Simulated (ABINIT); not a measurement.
# TiB2 (P6/mmm) in ABINIT: further runs, part 2 of 3

ABINIT 10.8.3 (patched build). Earlier steps stand in the parts before.

**3. Band structure, PBEsol**

The input, run.abi:

```
# Datasets: ground state, then fixed potential
ndtset 2

# Pseudopotentials
pp_dirpath "./"
pseudos "Ti.GGA_PBE-JTH.xml, B.GGA_PBE-JTH.xml"

# Structure
acell 3*1.0
rprim
     5.7243583767     0.0000000000     0.0000000000
    -2.8621791884     4.9574397745     0.0000000000
     0.0000000000     0.0000000000     6.1007918207
ntypat 2
znucl 22 5
natom 3
typat 1 2 2
xcart
     0.0000000000     0.0000000000     0.0000000000
     2.8621791886     1.6524799247     3.0503959104
    -0.0000000003     3.3049598498     3.0503959104

# Plane-wave basis
ecut 408.170794 eV
pawecutdg 30.0

# Exchange and correlation
ixc -116133

# Bands and occupations
occopt 3
tsmear 0.00183747

# SCF cycle
nstep 100

# Output
iomode 3
prtwf 0
prteig 0
prtebands 0
enunit 1
prtden1 1

# Dataset 1
kptopt1 1
ngkpt1 10 10 8
nshiftk1 1
shiftk1 0.0 0.0 0.0
nband1 13
tolvrs1 1.0e-9

# Dataset 2: bands along G-M-K-G-A-L-H-A
iscf2 -2
getden2 1
nband2 19
nbdbuf2 4
tolwfr2 1.0e-11
kptopt2 -7
ndivsm2 5
prteig2 1
kptbounds2
     0.0000000000     0.0000000000     0.0000000000
     0.5000000000     0.0000000000     0.0000000000
     0.3333333333     0.3333333333     0.0000000000
     0.0000000000     0.0000000000     0.0000000000
     0.0000000000     0.0000000000     0.5000000000
     0.5000000000     0.0000000000     0.5000000000
     0.3333333333     0.3333333333     0.5000000000
     0.0000000000     0.0000000000     0.5000000000
```

Potentials or basis: JTH PAW PBE v2.0.

Run with:

```bash
$ abinit run.abi > log 2>&1
```

run.abo:

```text
.Version 10.8.3 of ABINIT
 DATASET    1 : space group P6/m m m (#191); Bravais hP (primitive hexag.)
================================================================================
 Values of the parameters that define the memory need for DATASET  1.
     intxc =       0    ionmov =       0      iscf =      17    lmnmax =      18
     lnmax =       6     mgfft =      24  mpssoang =       3    mqgrid =    3001
     natom =       3  nloc_mem =       2    nspden =       1   nspinor =       1
    nsppol =       1      nsym =      24    n1xccc =       1    ntypat =       2
    occopt =       3   xclevel =       2
       mpw =         494          nfft =        9600          nkpt =          70
 PAW method is used; the additional fine FFT grid is defined by:
   mgfftf=        32    nfftf =     28800
================================================================================
================================================================================

 DATASET    2 : space group P6/m m m (#191); Bravais hP (primitive hexag.)
================================================================================
 Values of the parameters that define the memory need for DATASET  2.
     intxc =       0    ionmov =       0      iscf =      -2    lmnmax =      18
     lnmax =       6     mgfft =      24  mpssoang =       3    mqgrid =    3001
     natom =       3  nloc_mem =       2    nspden =       1   nspinor =       1
    nsppol =       1      nsym =      24    n1xccc =       1    ntypat =       2
    occopt =       3   xclevel =       2
       mpw =         494          nfft =        9600          nkpt =          56
 PAW method is used; the additional fine FFT grid is defined by:
   mgfftf=        32    nfftf =     28800
================================================================================
================================================================================

--------------------------------------------------------------------------------
------------- Echo of variables that govern the present computation ------------
--------------------------------------------------------------------------------
 -outvars: echo values of preprocessed input variables --------
            acell      1.0000000000E+00  1.0000000000E+00  1.0000000000E+00 Bohr
              amu      4.78800000E+01  1.08110000E+01
             ecut      1.50000000E+01 Hartree
           enunit           1
           getden1          0
           getden2          1
             iscf1         17
             iscf2         -2
                       outvar_i_n : Printing only first  50 k-points.
              ixc     -116133
           jdtset        1    2
                       outvar_i_n : Printing only first  50 k-points.
           kptopt1          1
           kptopt2         -7
         kptrlatt       10    0    0      0   10    0      0    0    8
          kptrlen1     4.88063346E+01
          kptrlen2     3.00000000E+01
            natom           3
            nband1         13
            nband2         19
           nbdbuf1          0
           nbdbuf2          4
           ndtset           2
           ndivsm1          0
           ndivsm2          5
            ngfft          20      20      24
          ngfftdg          30      30      32
             nkpt1         70
             nkpt2         56
            nstep         100
             nsym          24
           ntypat           2
                       prtocc : prtvol=0, do not print more k-points.
           occopt           3
        pawecutdg      3.00000000E+01 Hartree
         pawxcdev           0
        prtebands           0
           prteig1          0
           prteig2          1
            prtwf           0
[... 709 lines left out ...]
  3.4505E-01  3.4505E-01  3.5741E-01  3.5741E-01  3.7995E-01  3.7995E-01
  4.2455E-01  6.0575E-01  7.2624E-01  7.4274E-01  7.4274E-01  8.6297E-01
  9.5180E-01

--- !ResultsGS
iteration_state: {dtset: 2, }
comment   : Summary of ground state results
lattice_vectors:
- [  5.7243584,   0.0000000,   0.0000000, ]
- [ -2.8621792,   4.9574398,   0.0000000, ]
- [  0.0000000,   0.0000000,   6.1007918, ]
lattice_lengths: [   5.72436,    5.72436,    6.10079, ]
lattice_angles: [ 90.000,  90.000, 120.000, ] # degrees, (23, 13, 12)
lattice_volume:   1.7312926E+02
convergence: {deltae:  0.000E+00, res2:  0.000E+00, residm:  9.982E-12, diffor:  0.000E+00, }
etotal    :  -6.44239189E+01
entropy   :   0.00000000E+00
fermie    :   3.61706928E-01
cartesian_stress_tensor: null
pressure_GPa: null
xred      :
- [  0.0000E+00,   0.0000E+00,   0.0000E+00, Ti]
- [  6.6667E-01,   3.3333E-01,   5.0000E-01,  B]
- [  3.3333E-01,   6.6667E-01,   5.0000E-01,  B]
cartesian_forces: null
force_length_stats: {min: null, max: null, mean: null, }
...

 Integrated electronic density in atomic spheres:
 ------------------------------------------------
 Atom  Sphere_radius  Integrated_density
    1        2.30803         10.36673843
    2        1.70617          1.91835980
    3        1.70617          1.91835980

================================================================================

 ----iterations are completed or convergence reached----

 Mean square residual over all n,k,spin=   49.007E-13; max=  99.818E-13
 reduced coordinates (array xred) for    3 atoms
       0.000000000000      0.000000000000      0.000000000000
       0.666666666667      0.333333333333      0.500000000000
       0.333333333333      0.666666666667      0.500000000000

 cartesian coordinates (angstrom) at end:
    1      0.00000000000000     0.00000000000000     0.00000000000000
    2      1.51459999895932     0.87445471710326     1.61419999889384
    3     -0.00000000001764     1.74890943420652     1.61419999889384
 length scales=  1.000000000000  1.000000000000  1.000000000000 bohr
              =  0.529177210544  0.529177210544  0.529177210544 angstroms
 Eigenvalues (   eV  ) for nkpt=  56  k points:
 kpt#   1, nband= 19, wtk=  1.00000, kpt=  0.0000  0.0000  0.0000 (reduced coord)
 -46.76225  -23.22203  -22.90908  -22.90908   -3.57456    7.31200    7.31200    7.60724
   7.75509   11.81534   11.81534   13.59587   13.59587   15.68997   15.68997   16.88661
  19.02605   19.58136   27.71652
 kpt#   2, nband= 19, wtk=  1.00000, kpt=  0.0556  0.0000  0.0000 (reduced coord)
 -46.76056  -23.21989  -22.92199  -22.91200   -3.51457    7.13824    7.30255    7.55633
   7.78620   11.79727   11.92156   13.32744   13.36618   15.95305   16.08564   17.07240
  19.05003   19.37138   27.82838
 kpt#   3, nband= 19, wtk=  1.00000, kpt=  0.1111  0.0000  0.0000 (reduced coord)
 -46.75570  -23.21375  -22.95898  -22.92038   -3.33614    6.65296    7.27060    7.42349
   7.87384   11.74569   12.21172   12.80411   12.96179   16.41401   16.98656   17.64152
  18.83572   19.11251   28.15112
 kpt#   4, nband= 19, wtk=  1.00000, kpt=  0.1667  0.0000  0.0000 (reduced coord)
 -46.74825  -23.20432  -23.01524  -22.93320   -3.04407    5.94767    7.20868    7.25110
   7.98056   11.66792   12.32662   12.61441   12.63610   16.78007   18.13137   18.16686
  18.51923   19.18795   28.62434
 kpt#   5, nband= 19, wtk=  1.00000, kpt=  0.2222  0.0000  0.0000 (reduced coord)
[... 193 lines left out ...]
   9.23940   10.87638   11.76905   11.80636   12.21079   17.27511   19.05863   19.92938
  21.65048   24.37301   25.83912
 kpt#  54, nband= 19, wtk=  1.00000, kpt=  0.0667  0.0667  0.5000 (reduced coord)
 -46.74016  -23.41519  -22.94335  -22.90451   -1.48856    2.61247    7.64076    7.84212
   9.77593   10.58428   11.16903   11.34732   11.65133   16.95101   19.55072   19.93910
  20.76849   24.67431   25.47949
 kpt#  55, nband= 19, wtk=  1.00000, kpt=  0.0333  0.0333  0.5000 (reduced coord)
 -46.74531  -23.42417  -22.90580  -22.89550   -1.58077    2.36403    8.60848    8.66863
  10.18287   10.40121   10.42722   10.46497   11.57771   16.62214   19.85843   20.00508
  20.30131   23.82187   25.83043
 kpt#  56, nband= 19, wtk=  1.00000, kpt=  0.0000  0.0000  0.5000 (reduced coord)
 -46.74711  -23.42730  -22.89251  -22.89251   -1.61138    2.27966    9.38915    9.38915
   9.72568    9.72568   10.33895   10.33895   11.55265   16.48321   19.76189   20.21099
  20.21099   23.48272   25.89984

== END DATASET(S) ==============================================================
================================================================================

 -outvars: echo values of variables after computation  --------
            acell      1.0000000000E+00  1.0000000000E+00  1.0000000000E+00 Bohr
           etotal1    -6.4423918887E+01
            fcart1     1.5679458704E-29  9.0525397036E-30 -0.0000000000E+00
                      -3.1358917407E-29 -1.2673555585E-28 -0.0000000000E+00
                       1.5679458704E-29  1.1768301614E-28 -0.0000000000E+00
            rprim      5.7243583767E+00  0.0000000000E+00  0.0000000000E+00
                      -2.8621791884E+00  4.9574397745E+00  0.0000000000E+00
                       0.0000000000E+00  0.0000000000E+00  6.1007918207E+00
           strten1     1.2313810423E-04  1.2313810496E-04  1.9783856172E-04
                       0.0000000000E+00  0.0000000000E+00  2.0648533382E-13
           xangst      0.0000000000E+00  0.0000000000E+00  0.0000000000E+00
                       1.5145999990E+00  8.7445471710E-01  1.6141999989E+00
                      -1.7638793399E-11  1.7489094342E+00  1.6141999989E+00
             xred      0.0000000000E+00  0.0000000000E+00  0.0000000000E+00
                       6.6666666667E-01  3.3333333333E-01  5.0000000000E-01
                       3.3333333333E-01  6.6666666667E-01  5.0000000000E-01
 Calculation completed.
```

Run time: 29 s. Hardware: 1 thread of Arm Neoverse V1, shared host; peak memory 0.1 GiB.

What came out:

| Item | Value |
| --- | --- |
| Free energy | -1753.0641 eV |
| Pressure | -4.4 GPa |
| Band gap on the k mesh | none (metal or under the smearing width) |

Levels at the corners of the path, in eV from the Fermi level:
```
point  band 6  band 7  band 8  band 9  band 10  band 11  band 12  band 13
    Γ   -2.53   -2.53   -2.24   -2.09     1.97     1.97     3.75     3.75
    M   -9.11   -3.18   -3.17   -2.23     1.41     2.83     3.31     3.45
    K   -8.20   -7.30   -1.80   -1.80     1.44     1.44     2.07     7.04
    Γ   -2.53   -2.53   -2.24   -2.09     1.97     1.97     3.75     3.75
    A   -7.56   -0.45   -0.45   -0.12    -0.12     0.50     0.50     1.71
    L   -7.45   -4.57   -3.78   -3.06     2.56     3.01     4.59     4.69
    H   -8.47   -5.64   -3.09   -3.09     2.59     4.35     4.35     4.60
    A   -7.56   -0.45   -0.45   -0.12    -0.12     0.50     0.50     1.71
```

Caveat: the PAW data sets were made with another functional, which shifts forces and pressure a little; the atomic spheres overlap.

**4. Band structure, LDA-PZ**

The input, run.abi:

```
ndtset 2

pp_dirpath "./"
pseudos "Ti.LDA_PW-JTH.xml, B.LDA_PW-JTH.xml"

acell 5.7243583767 5.7243583766 6.1007918207
rprim
     1.0000000000     0.0000000000     0.0000000000
    -0.5000000000     0.8660254038     0.0000000000
     0.0000000000     0.0000000000     1.0000000000
ntypat 2
znucl 22 5
natom 3
typat 1 2 2
xcart
     0.0000000000     0.0000000000     0.0000000000
     2.8621791886     1.6524799247     3.0503959104
    -0.0000000003     3.3049598498     3.0503959104

ecut 15.0
pawecutdg 30.0

ixc 2

occopt 3
tsmear 0.00183747

nstep 100

iomode 3
prtwf 0
prteig 0
prtebands 0
enunit 1
prtden1 1

kptopt1 1
ngkpt1 10 10 8
nshiftk1 1
shiftk1 0.0 0.0 0.0
nband1 13
tolvrs1 1.0e-9

iscf2 -2
getden2 1
nband2 19
nbdbuf2 4
tolwfr2 1.0e-11
kptopt2 -7
ndivsm2 6
prteig2 1
kptbounds2
     0.0000000000     0.0000000000     0.0000000000
     0.5000000000     0.0000000000     0.0000000000
     0.3333333333     0.3333333333     0.0000000000
     0.0000000000     0.0000000000     0.0000000000
     0.0000000000     0.0000000000     0.5000000000
     0.5000000000     0.0000000000     0.5000000000
     0.3333333333     0.3333333333     0.5000000000
     0.0000000000     0.0000000000     0.5000000000
```

Potentials or basis: JTH PAW LDA v2.0.

Run with:

```bash
$ abinit run.abi > log 2>&1
```

Run time: 22 s. Hardware: 1 thread of Arm Neoverse V1, shared host; peak memory 0.11 GiB.

The run converged. Its results:

- Free energy: -1758.0149 eV
- Pressure: -10.4 GPa
- Band gap on the k mesh: none (metal or under the smearing width)

Stress tensor (GPa, compression positive):
```
-10.04   0.00   0.00
  0.00 -10.04   0.00
  0.00   0.00 -11.05
```

Levels at the corners of the path, in eV from the Fermi level:
| point | band 6 | band 7 | band 8 | band 9 | band 10 | band 11 | band 12 | band 13 |
| --- | --- | --- | --- | --- | --- | --- | --- | --- |
| Γ | -2.53 | -2.53 | -2.19 | -2.06 | 1.95 | 1.95 | 3.71 | 3.71 |
| M | -8.96 | -3.15 | -3.15 | -2.20 | 1.40 | 2.80 | 3.28 | 3.46 |
| K | -8.08 | -7.23 | -1.79 | -1.79 | 1.43 | 1.43 | 2.05 | 6.99 |
| Γ | -2.53 | -2.53 | -2.19 | -2.06 | 1.95 | 1.95 | 3.71 | 3.71 |
| A | -7.48 | -0.47 | -0.47 | -0.11 | -0.11 | 0.49 | 0.49 | 1.68 |
| L | -7.34 | -4.55 | -3.74 | -2.97 | 2.53 | 2.98 | 4.57 | 4.65 |
| H | -8.37 | -5.58 | -3.04 | -3.04 | 2.56 | 4.34 | 4.34 | 4.58 |
| A | -7.48 | -0.47 | -0.47 | -0.11 | -0.11 | 0.49 | 0.49 | 1.68 |

Caveat: the atomic spheres overlap.

**5. Equation of state, PBEsol**

The input, run.abi:

```
ndtset 7
getwfk -1
scalecart1 3*0.9795861087
scalecart2 3*0.9864848297
scalecart3 3*0.9932883884
scalecart4 3*1.0000000000
scalecart5 3*1.0066227096
scalecart6 3*1.0131594038
scalecart7 3*1.0196128224

pp_dirpath "./"
pseudos "Ti.GGA_PBE-JTH.xml, B.GGA_PBE-JTH.xml"

acell 3.0292 3.0292 3.2284 Angstrom
rprim
     1.0000000000     0.0000000000     0.0000000000
    -0.5000000000     0.8660254038     0.0000000000
     0.0000000000     0.0000000000     1.0000000000
ntypat 2
znucl 22 5
natom 3
typat 1 2 2
xred
     0.0000000000     0.0000000000     0.0000000000
     0.6666666667     0.3333333333     0.5000000000
     0.3333333333     0.6666666667     0.5000000000

ecut 13.0
pawecutdg 26.0
pawovlp 30

kptopt 1
ngkpt 10 10 8
nshiftk 1
shiftk 0.0 0.0 0.0

ixc -116133

nband 13
occopt 3
tsmear 0.00183747

nstep 100
tolvrs 1.0e-9

iomode 3
prtwf 1
prtden 0
prteig 0
prtebands 0
enunit 2
```

Potentials or basis: JTH PAW PBE v2.0.

Run with:

```bash
$ abinit run.abi > log 2>&1
```

run.abo:

```text
.Version 10.8.3 of ABINIT
 DATASET    1 : space group P6/m m m (#191); Bravais hP (primitive hexag.)
================================================================================
 Values of the parameters that define the memory need for DATASET  1.
     intxc =       0    ionmov =       0      iscf =      17    lmnmax =      18
     lnmax =       6     mgfft =      20  mpssoang =       3    mqgrid =    3001
     natom =       3  nloc_mem =       2    nspden =       1   nspinor =       1
    nsppol =       1      nsym =      24    n1xccc =       1    ntypat =       2
    occopt =       3   xclevel =       2
       mpw =         375          nfft =        8000          nkpt =          70
 PAW method is used; the additional fine FFT grid is defined by:
   mgfftf=        30    nfftf =     21870
================================================================================
================================================================================
[... 71 lines left out ...]
 DATASET    7 : space group P6/m m m (#191); Bravais hP (primitive hexag.)
================================================================================
 Values of the parameters that define the memory need for DATASET  7.
     intxc =       0    ionmov =       0      iscf =      17    lmnmax =      18
     lnmax =       6     mgfft =      24  mpssoang =       3    mqgrid =    3001
     natom =       3  nloc_mem =       2    nspden =       1   nspinor =       1
    nsppol =       1      nsym =      24    n1xccc =       1    ntypat =       2
    occopt =       3   xclevel =       2
       mpw =         424          nfft =        9600          nkpt =          70
 PAW method is used; the additional fine FFT grid is defined by:
   mgfftf=        30    nfftf =     27000
[... 1526 lines left out ...]
           etotal3    -6.4423939026E+01
           etotal4    -6.4423757021E+01
           etotal5    -6.4422984892E+01
           etotal6    -6.4421676901E+01
           etotal7    -6.4419886136E+01
            fcart1    -3.2012415353E-29  5.5447129863E-29 -0.0000000000E+00
                       1.6006207677E-29 -2.7723564932E-29 -0.0000000000E+00
                       1.6006207677E-29 -2.7723564932E-29 -0.0000000000E+00
            fcart2    -0.0000000000E+00 -0.0000000000E+00 -0.0000000000E+00
                       4.7682817477E-29 -2.7529687506E-29 -0.0000000000E+00
                      -4.7682817477E-29  2.7529687506E-29 -0.0000000000E+00
            fcart3     1.5785404195E-29  9.1137073610E-30 -0.0000000000E+00
                      -7.8927020974E-29  6.3795951527E-29 -0.0000000000E+00
                       6.3141616779E-29 -7.2909658888E-29 -0.0000000000E+00
            fcart4     1.5679458693E-29  9.0525396969E-30 -0.0000000000E+00
[... 52 lines left out ...]
           xangst3     0.0000000000E+00  0.0000000000E+00  0.0000000000E+00
                       1.5044345931E+00  8.6858571730E-01  1.6033661166E+00
                       4.1109948056E-17  1.7371714346E+00  1.6033661166E+00
           xangst4     0.0000000000E+00  0.0000000000E+00  0.0000000000E+00
                       1.5146000000E+00  8.7445471773E-01  1.6142000000E+00
                      -3.9857384438E-17  1.7489094355E+00  1.6142000000E+00
           xangst5     0.0000000000E+00  0.0000000000E+00  0.0000000000E+00
                       1.5246307560E+00  8.8024597738E-01  1.6248903778E+00
                       3.5878090878E-17  1.7604919548E+00  1.6248903778E+00
           xangst6     0.0000000000E+00  0.0000000000E+00  0.0000000000E+00
                       1.5345312330E+00  8.8596202047E-01  1.6354419096E+00
                      -4.5020610986E-17  1.7719240409E+00  1.6354419096E+00
           xangst7     0.0000000000E+00  0.0000000000E+00  0.0000000000E+00
                       1.5443055808E+00  8.9160524281E-01  1.6458590179E+00
                      -4.7552675718E-17  1.7832104856E+00  1.6458590179E+00
             xred      0.0000000000E+00  0.0000000000E+00  0.0000000000E+00
                       6.6666666667E-01  3.3333333333E-01  5.0000000000E-01
                       3.3333333333E-01  6.6666666667E-01  5.0000000000E-01
 Calculation completed.
```

Wall time 1.8 min (1 thread of Arm Neoverse V1, shared host); peak memory 0.13 GiB.

What came out:

| Property | Result |
| --- | --- |
| Equilibrium volume | 8.42 Å³/atom |
| Bulk modulus at fixed shape and positions | 267 GPa |
| Pressure derivative of the bulk modulus | 3.9 |

Energy against volume, from the lowest point:
| volume (Å³/atom) | energy (meV/atom) |
| --- | --- |
| 8.039 | 15.10 |
| 8.210 | 4.30 |
| 8.381 | 0.00 |
| 8.552 | 1.65 |
| 8.723 | 8.65 |
| 8.894 | 20.52 |
| 9.065 | 36.76 |

Caveat: pressures at fixed basis lie under the slope of the energies; the cell was scaled at fixed shape and fractional positions, which overstates the stiffness of a crystal with free parameters, most of all of layers and chains; the PAW data sets were made with another functional, which shifts forces and pressure a little; the atomic spheres overlap.

(Part 2 of 3 ends here.)
